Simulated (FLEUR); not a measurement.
# NaCl (Pm-3m) in FLEUR: notebook

The runs below take NaCl through equation of state, with PBE.

All numbers are computed with FLEUR MaX-R8.1 (later development tree); they aren't measurements. Logs are shortened: lines on timing, memory, paths and dates and some standing lists are left out, and cuts for length are marked.

## Step 1: Starting point

It takes space group Pm-3m (No. 221, cubic). The conventional cell has a = 3.502 Å, b = 3.502 Å, c = 3.502 Å, α = 90.00°, β = 90.00°, γ = 90.00°. Cl (site symmetry m-3m) has 8 Na at 3.03 Å as nearest neighbours. Around Na (site symmetry m-3m) lie 8 Cl at 3.03 Å.

Measurements of this composition are mostly on another form, of space group No. 225.

## Step 2: Equation of state, PBE, 20.19 Å³/atom (volume scaled by 0.94)

File inp.xml:

```xml
<?xml version="1.0" encoding="UTF-8" standalone="no"?>
<fleurInput fleurInputVersion="0.39">
   <comment>
      NaCl                                                                                                
   </comment>
   <calculationSetup>
      <cutoffs Kmax="4.1" Gmax="12.7" GmaxXC="12.7" numbands="0"/>
      <scfLoop itmax="60" minDistance="0.00001" maxIterBroyd="15" imix="Anderson" alpha="0.05" precondParam="0.0" spinf="2.0" sdNocoIR="T"/>
      <coreElectrons ctail="T" frcor="F" kcrel="0" coretail_lmax="0"/>
      <xcFunctional name="pbe" relativisticCorrections="F"/>
      <magnetism jspins="1"/>
      <soc l_soc="F" theta="0.0" phi="0.0" spav="F"/>
      <expertModes spex="0" secvar="F"/>
      <geometryOptimization l_f="F" forcealpha="1.0" forcemix="BFGS" epsdisp="0.0005" epsforce="0.0002"/>
      <ldaU l_linMix="F" mixParam="0.05" spinf="1.0"/>
   </calculationSetup>
   <cell>
      <bzIntegration valenceElectrons="16.0" mode="hist" fermiSmearingEnergy="0.00183747">
         <kPointListSelection listName="default-1"/>
         <!-- k-points included here -->
         <xi:include xmlns:xi="http://www.w3.org/2001/XInclude" href="kpts.xml"> </xi:include>
      </bzIntegration>
      <!-- symmetry operations included here -->
      <xi:include xmlns:xi="http://www.w3.org/2001/XInclude" href="sym.xml"> </xi:include>
      <bulkLattice scale="0.9795861087">
         <bravaisMatrix>
            <row-1>    6.6181799363128739     0.0000000000000000     0.0000000000000000</row-1>
            <row-2>    0.0000000000000000     6.6181799363128739     0.0000000000000000</row-2>
            <row-3>    0.0000000000000000     0.0000000000000000     6.6181799363128739</row-3>
         </bravaisMatrix>
      </bulkLattice>
   </cell>
   <atomSpecies>
      <species name="Chlorine (Cl)" element="Cl" atomicNumber="17">
         <mtSphere radius="2.57" gridPoints="877" logIncrement="0.014"/>
         <atomicCutoffs lmax="11" lnonsphr="8"/>
         <electronConfig flipSpins="F">
            <coreConfig>(1s1/2) (2s1/2) (2p1/2) (2p3/2)</coreConfig>
            <valenceConfig>(3s1/2) (3p1/2) (3p3/2)</valenceConfig>
            <stateOccupation state="(3p1/2)" spinUp="0.833333" spinDown="0.833333"/>
            <stateOccupation state="(3p3/2)" spinUp="1.666667" spinDown="1.666667"/>
         </electronConfig>
         <energyParameters s="3" p="3" d="3" f="4"/>
         <lo type="SCLO" l="0" n="3" eDeriv="2"/>
         <lo type="SCLO" l="1" n="3" eDeriv="2"/>
         <lo type="SCLO" l="2" n="3" eDeriv="2"/>
         <lo type="SCLO" l="3" n="4" eDeriv="2"/>
      </species>
      <species name="Sodium (Na)" element="Na" atomicNumber="11">
         <mtSphere radius="2.57" gridPoints="877" logIncrement="0.013"/>
         <atomicCutoffs lmax="11" lnonsphr="8"/>
         <electronConfig flipSpins="F">
            <coreConfig>(1s1/2)</coreConfig>
            <valenceConfig>(2s1/2) (2p1/2) (2p3/2) (3s1/2)</valenceConfig>
            <stateOccupation state="(3s1/2)" spinUp="0.500000" spinDown="0.500000"/>
         </electronConfig>
         <energyParameters s="3" p="2" d="3" f="4"/>
         <lo type="SCLO" l="0" n="2" eDeriv="0"/>
         <lo type="HELO" l="1" n="3" eDeriv="0"/>
         <lo type="HELO" l="1" n="3" eDeriv="1"/>
         <lo type="SCLO" l="2" n="3" eDeriv="2"/>
         <lo type="SCLO" l="3" n="4" eDeriv="2"/>
      </species>
   </atomSpecies>
   <atomGroups>
      <atomGroup species="Chlorine (Cl)">
         <relPos label="                   1">1.000/2.000 1.000/2.000 1.000/2.000</relPos>
         <force calculate="T" relaxXYZ="TTT"/>
      </atomGroup>
      <atomGroup species="Sodium (Na)">
         <relPos label="                   2">.0000000000 .0000000000 .0000000000</relPos>
         <force calculate="T" relaxXYZ="TTT"/>
      </atomGroup>
   </atomGroups>
   <output dos="F" band="F" slice="F">
      <checks vchk="F" cdinf="F"/>
      <bandDOS minEnergy="-.5*Htr" maxEnergy="0.5*Htr" sigma="0.015" storeEVData="T"/>
      <vacuumDOS vacdos="F" integ="F" star="F" nstars="0" locx1="0.0" locy1="0.0" locx2="0.0" locy2="0.0" nstm="0" tworkf="0.0"/>
      <unfoldingBand unfoldBand="F" supercellX="1" supercellY="1" supercellZ="1"/>
      <plotting iplot="0" polar="F">
         <plot TwoD="T" vec1="  1.0  0.0  0.0" vec2="  0.0  1.0  0.0" vec3="  0.0  0.0  1.0" zero="  0.0  0.0  0.0" file="plot"/>
      </plotting>
      <chargeDensitySlicing numkpt="0" minEigenval="0.0" maxEigenval="0.0" nnne="0" pallst="F"/>
      <specialOutput eonly="F"/>
      <moessbauerParams electricFieldGradient="T" isomerShift="T" coreHyperfine="T" valenceHyperfine="T"/>
      <magneticCircularDichroism mcd="F" energyLo="-10.0" energyUp="0.0"/>
   </output>
  <!-- We include the file relax.xml here to enable relaxations (see documentation) -->
  <xi:include xmlns:xi="http://www.w3.org/2001/XInclude" href="relax.xml"> <xi:fallback/> </xi:include>
</fleurInput>
```

Potentials or basis: all-electron, FLAPW.

Run with:

```bash
$ inpgen -f crystal.txt -profile fastHighL
$ # inp.xml edited to the form shown
$ fleur_MPI
```

The program printed:

```text
Welcome to FLEUR        (www.flapw.de)
      MaX-Release 8.1          (www.max-centre.eu)

 ========== k-point set info ==========
 Selected k-point list: default-1
 k-point list type: mesh
 8 x 8 x 8
 Number of k points: 35

 ------------Calculation Setup---------------------------
 Number of MPI-tasks      :            1
 Number of PE/node        :            1
 Number of OMP-threads    :            1
 Most efficient MPI parallelization for:
           1           5           7          35
 Additional eigenvalue parallelization possible
 Number of basis functions:          394
 Approximate size of matrices (H+S) per k-point:         0.002 GB
 --------------------------------------------------------
 Iteration:     1   Distance:       5.08175270 me/bohr^3
 Iteration:     2   Distance:       4.53255718 me/bohr^3
 Iteration:     3   Distance:       1.79158825 me/bohr^3
 Iteration:     4   Distance:       0.67253370 me/bohr^3
 Iteration:     5   Distance:       0.38842132 me/bohr^3
 Iteration:     6   Distance:       0.20048801 me/bohr^3
 Iteration:     7   Distance:       0.05682267 me/bohr^3
 Iteration:     8   Distance:       0.02422794 me/bohr^3
 Iteration:     9   Distance:       0.02071054 me/bohr^3
 Iteration:    10   Distance:       0.00124520 me/bohr^3
 Iteration:    11   Distance:       0.00049474 me/bohr^3
 Iteration:    12   Distance:       0.00008274 me/bohr^3
 Iteration:    13   Distance:       0.00001089 me/bohr^3
 Iteration:    14   Distance:       0.00001006 me/bohr^3
 Iteration:    15   Distance:       0.00000035 me/bohr^3

 ********************************************************************
 Run finished successfully
 Stop message:
   all done
 ********************************************************************
```

out.xml (last iteration):

```text
<iteration numberForCurrentRun="   15" overallNumber="   15">
         <energyParameters units="Htr">
            <atomicEP atomType="1" spin="1" branch="3s" branchLowest="-8.93" branchHighest="-0.26" value="-0.4451705004"/>
            <atomicEP atomType="1" spin="1" branch="3p" branchLowest="-6.69" branchHighest="0.29" value="-0.0217413100"/>
            <atomicEP atomType="1" spin="1" branch="3d" branchLowest="-9.99" branchHighest="1.10" value="0.3795436780"/>
            <atomicEP atomType="1" spin="1" branch="4f" branchLowest="-9.99" branchHighest="2.82" value="0.5670967781"/>
            <loAtomicEP atomType="1" spin="1" branch="3s" branchLowest="-8.93" branchHighest="-0.26" value="-0.4451705004"/>
            <loAtomicEP atomType="1" spin="1" branch="3p" branchLowest="-6.69" branchHighest="0.29" value="-0.0230397148"/>
            <loAtomicEP atomType="1" spin="1" branch="3d" branchLowest="-9.99" branchHighest="1.10" value="0.3795342676"/>
            <loAtomicEP atomType="1" spin="1" branch="4f" branchLowest="-9.99" branchHighest="2.82" value="0.5670995794"/>
            <atomicEP atomType="2" spin="1" branch="3s" branchLowest="-1.80" branchHighest="1.39" value="0.2194997109"/>
            <atomicEP atomType="2" spin="1" branch="2p" branchLowest="-9.99" branchHighest="-0.76" value="-0.7726486695"/>
            <atomicEP atomType="2" spin="1" branch="3d" branchLowest="-9.99" branchHighest="1.84" value="0.4847311360"/>
            <atomicEP atomType="2" spin="1" branch="4f" branchLowest="-9.99" branchHighest="3.24" value="0.6503281801"/>
            <loAtomicEP atomType="2" spin="1" branch="2s" branchLowest="-37.71" branchHighest="-1.80" value="-1.8070471996"/>
            <heloAtomicEP atomType="2" spin="1" branch="3p" branchLowest="1.15" branchHighest="1.15" value="1.1496453497"/>
            <heloAtomicEP atomType="2" spin="1" branch="3p" branchLowest="1.15" branchHighest="1.15" value="1.1496453497"/>
            <loAtomicEP atomType="2" spin="1" branch="3d" branchLowest="-9.99" branchHighest="1.84" value="0.4847311115"/>
            <loAtomicEP atomType="2" spin="1" branch="4f" branchLowest="-9.99" branchHighest="3.24" value="0.6503303654"/>
         </energyParameters>
         <eigenvalues>
            <eigenvaluesAt spin="1" ikpt="1" k_x="0.00000000" k_y="0.00000000" k_z="0.00000000">
                      -1.8071843720       -0.7744343600       -0.7744343600       -0.7744343600       -0.4647201570
                       0.0150764825        0.0150764825        0.0150764825        0.1892405370        0.3454758644
                       0.3454758644        0.6130781603        0.6130781603
            </eigenvaluesAt>
            <eigenvaluesAt spin="1" ikpt="2" k_x="0.00000000" k_y="0.00000000" k_z="0.12500000">
                      -1.8071732969       -0.7747157872       -0.7744091876       -0.7744091876       -0.4626260019
                      -0.0046961593        0.0163874413        0.0163874413        0.2063761266        0.3518750295
                       0.3600547034        0.5657105608        0.5657105608
[... 28 lines left out ...]
         </coreStates>
         <coreStates atomType="     2" atomicNumber=" 11" spin="1" kinEnergy="    112.8213445510" eigValSum="    -75.4131223310" lostElectrons=" 0.000000">
            <state n="1" l="0" j="0.5" energy="-37.7065611655" weight="1.0000000000"/>
         </coreStates>
         <allElectronCharges>
            <spinDependentCharge spin="1" total="28.0000000" interstitial="1.2672155" mtSpheres="26.7327845"/>
            <totalCharge value="27.9999999977"/>
         </allElectronCharges>
         <moessbauerParams unitsHFF="kG" unitsIS="e/bohr^3" unitsEFG="Htr/bohr^2">
            <coreIsomerShift atomType="1" isTotal="3574.03864">
               <shell n="1" l="0" isomerShift="3313.22869"/>
               <shell n="2" l="0" isomerShift="260.28572"/>
               <shell n="2" l="1" isomerShift="0.52423"/>
            </coreIsomerShift>
            <coreIsomerShift atomType="2" isTotal="827.86200">
               <shell n="1" l="0" isomerShift="827.86200"/>
            </coreIsomerShift>
            <isomerShift atomType="1" nucleusRadius="0.0000776" averageDensity="3599.91036"/>
            <isomerShift atomType="2" nucleusRadius="0.0000672" averageDensity="878.20466"/>
            <electricFieldGradient atomType="1" VXX="0.00000" VYY="0.00000" VZZ="0.00000" asymParam="0.00000">
            </electricFieldGradient>
            <electricFieldGradient atomType="2" VXX="0.00000" VYY="0.00000" VZZ="0.00000" asymParam="0.00000">
            </electricFieldGradient>
         </moessbauerParams>
         <totalEnergy                                    value="     -624.0576966016" units="Htr">
            <sumOfEigenvalues                            value="     -344.1519748426">
               <coreElectrons value="-334.8762534644"/>
               <valenceElectrons value="-9.2757213782"/>
            </sumOfEigenvalues>
            <densityCoulombPotentialIntegral value="-915.6610587747"/>
            <densityEffectivePotentialIntegral value="-970.7318063307"/>
            <chargeDenXCDenIntegral value="-42.6352799553"/>
            <FockExchangeEnergyValence value="0.0000000000"/>
            <FockExchangeEnergyCore value="0.0000000000"/>
            <atomTypeDependentContributions atomType="1">
               <electronNucleiInteractionDifferentMTs value="550.1523217380"/>
               <MadelungTerm value="-3.2354689136"/>
            </atomTypeDependentContributions>
            <atomTypeDependentContributions atomType="2">
               <electronNucleiInteractionDifferentMTs value="194.1918074630"/>
               <MadelungTerm value="-2.5921206323"/>
            </atomTypeDependentContributions>
            <tkbTimesEntropy value="0.0000000000"/>
            <freeEnergy value="-624.0576966016"/>
            <extrapolationTo0K value="-624.0576966016"/>
         </totalEnergy>
         <densityConvergence units="me/bohr^3">
            <chargeDensity spin="1" distance="0.0000003471"/>
         </densityConvergence>
      </iteration>
```

Run time: 28 s. Hardware: 1 thread of Arm Neoverse V2, shared host; peak memory 0.07 GiB.

Results:

```
Free energy                                           : -16981.4750 eV
Band gap on the k mesh                                : 4.20 eV, indirect (least direct gap 4.74 eV)
Valence electrons inside the program's atomic spheres : Cl 6.55; Na 8.18 (radii Cl 2.57, Na 2.57 bohr)
```

## Step 3: Equation of state, PBE, 20.62 Å³/atom (volume scaled by 0.96)

inp.xml: that of step 2 with these lines changed.

```diff
@@ -24,3 +24,3 @@
       <xi:include xmlns:xi="http://www.w3.org/2001/XInclude" href="sym.xml"> </xi:include>
-      <bulkLattice scale="0.9795861087">
+      <bulkLattice scale="0.9864848297">
          <bravaisMatrix>
```

Potentials or basis: all-electron, FLAPW.

Run with:

```bash
$ inpgen -f crystal.txt -profile fastHighL
$ # inp.xml edited to the form shown
$ fleur_MPI
```

It took 25 s on 1 thread of Arm Neoverse V2, shared host; peak memory 0.07 GiB.

The run converged. Its results:

| Item | Value |
| --- | --- |
| Free energy | -16981.4838 eV |
| Band gap on the k mesh | 4.12 eV, indirect (least direct gap 4.64 eV) |
| Valence electrons inside the program's atomic spheres | Cl 6.54; Na 8.17 (radii Cl 2.57, Na 2.57 bohr) |

## Step 4: Equation of state, PBE, 21.05 Å³/atom (volume scaled by 0.98)

inp.xml: that of step 3 with these lines changed.

```diff
@@ -24,3 +24,3 @@
       <xi:include xmlns:xi="http://www.w3.org/2001/XInclude" href="sym.xml"> </xi:include>
-      <bulkLattice scale="0.9864848297">
+      <bulkLattice scale="0.9932883884">
          <bravaisMatrix>
```

Run with:

```bash
$ inpgen -f crystal.txt -profile fastHighL
$ # inp.xml edited to the form shown
$ fleur_MPI
```

It took 25 s on 1 thread of Arm Neoverse V2, shared host; peak memory 0.07 GiB.

It converged, with:

- Free energy: -16981.4891 eV
- Band gap on the k mesh: 4.05 eV, indirect (least direct gap 4.55 eV)
- Valence electrons inside the program's atomic spheres: Cl 6.54; Na 8.16 (radii Cl 2.57, Na 2.57 bohr)

## Step 5: Equation of state, PBE, 21.48 Å³/atom

inp.xml: that of step 4 with these lines changed.

```diff
@@ -24,3 +24,3 @@
       <xi:include xmlns:xi="http://www.w3.org/2001/XInclude" href="sym.xml"> </xi:include>
-      <bulkLattice scale="0.9932883884">
+      <bulkLattice scale="1.0000000000">
          <bravaisMatrix>
```

Run with:

```bash
$ inpgen -f crystal.txt -profile fastHighL
$ # inp.xml edited to the form shown
$ fleur_MPI
```

Run time: 25 s. Hardware: 1 thread of Arm Neoverse V2, shared host; peak memory 0.07 GiB.

The run converged. Its results:

- Free energy: -16981.4912 eV
- Band gap on the k mesh: 3.98 eV, indirect (least direct gap 4.47 eV)
- Valence electrons inside the program's atomic spheres: Cl 6.53; Na 8.15 (radii Cl 2.57, Na 2.57 bohr)

## Step 6: Equation of state, PBE, 21.91 Å³/atom (volume scaled by 1.02)

inp.xml: that of step 5 with these lines changed.

```diff
@@ -24,3 +24,3 @@
       <xi:include xmlns:xi="http://www.w3.org/2001/XInclude" href="sym.xml"> </xi:include>
-      <bulkLattice scale="1.0000000000">
+      <bulkLattice scale="1.0066227096">
          <bravaisMatrix>
```

Potentials or basis: all-electron, FLAPW.

Run with:

```bash
$ inpgen -f crystal.txt -profile fastHighL
$ # inp.xml edited to the form shown
$ fleur_MPI
```

Run time: 26 s. Hardware: 1 thread of Arm Neoverse V2, shared host; peak memory 0.07 GiB.

It converged, with:

| Item | Value |
| --- | --- |
| Free energy | -16981.4905 eV |
| Band gap on the k mesh | 3.91 eV, indirect (least direct gap 4.39 eV) |
| Valence electrons inside the program's atomic spheres | Cl 6.52; Na 8.14 (radii Cl 2.57, Na 2.57 bohr) |

## Step 7: Equation of state, PBE, 22.34 Å³/atom (volume scaled by 1.04)

inp.xml: that of step 6 with these lines changed.

```diff
@@ -24,3 +24,3 @@
       <xi:include xmlns:xi="http://www.w3.org/2001/XInclude" href="sym.xml"> </xi:include>
-      <bulkLattice scale="1.0066227096">
+      <bulkLattice scale="1.0131594038">
          <bravaisMatrix>
```

Run with:

```bash
$ inpgen -f crystal.txt -profile fastHighL
$ # inp.xml edited to the form shown
$ fleur_MPI
```

It took 26 s on 1 thread of Arm Neoverse V2, shared host; peak memory 0.07 GiB.

Results (log left out):

| Property | Result |
| --- | --- |
| Free energy | -16981.4873 eV |
| Band gap on the k mesh | 3.85 eV, indirect (least direct gap 4.31 eV) |
| Valence electrons inside the program's atomic spheres | Cl 6.52; Na 8.13 (radii Cl 2.57, Na 2.57 bohr) |

## Step 8: Equation of state, PBE, 22.77 Å³/atom (volume scaled by 1.06)

inp.xml: that of step 7 with these lines changed.

```diff
@@ -24,3 +24,3 @@
       <xi:include xmlns:xi="http://www.w3.org/2001/XInclude" href="sym.xml"> </xi:include>
-      <bulkLattice scale="1.0131594038">
+      <bulkLattice scale="1.0196128224">
          <bravaisMatrix>
```

Run with:

```bash
$ inpgen -f crystal.txt -profile fastHighL
$ # inp.xml edited to the form shown
$ fleur_MPI
```

It took 27 s on 1 thread of Arm Neoverse V2, shared host; peak memory 0.07 GiB.

The run converged. Its results:

```yaml
Free_energy: -16981.4818 eV
Band_gap_on_the_k_mesh: 3.79 eV, indirect (least direct gap 4.24 eV)
Valence_electrons_inside_the_program's_atomic_spheres: Cl 6.51; Na 8.13 (radii Cl 2.57, Na 2.57 bohr)
```

## Step 9: Equation of state, PBE

Potentials or basis: all-electron, FLAPW.

No new run: the results of the series are fitted here.

Results:

| Item | Value |
| --- | --- |
| Equilibrium volume | 21.58 Å³/atom |
| Bulk modulus | 26 GPa |
| Pressure derivative of the bulk modulus | 4.6 |

Energy against volume, from the lowest point:
| volume (Å³/atom) | energy (meV/atom) |
| --- | --- |
| 20.189 | 8.10 |
| 20.619 | 3.69 |
| 21.048 | 1.06 |
| 21.478 | 0.00 |
| 21.907 | 0.35 |
| 22.337 | 1.96 |
| 22.766 | 4.70 |
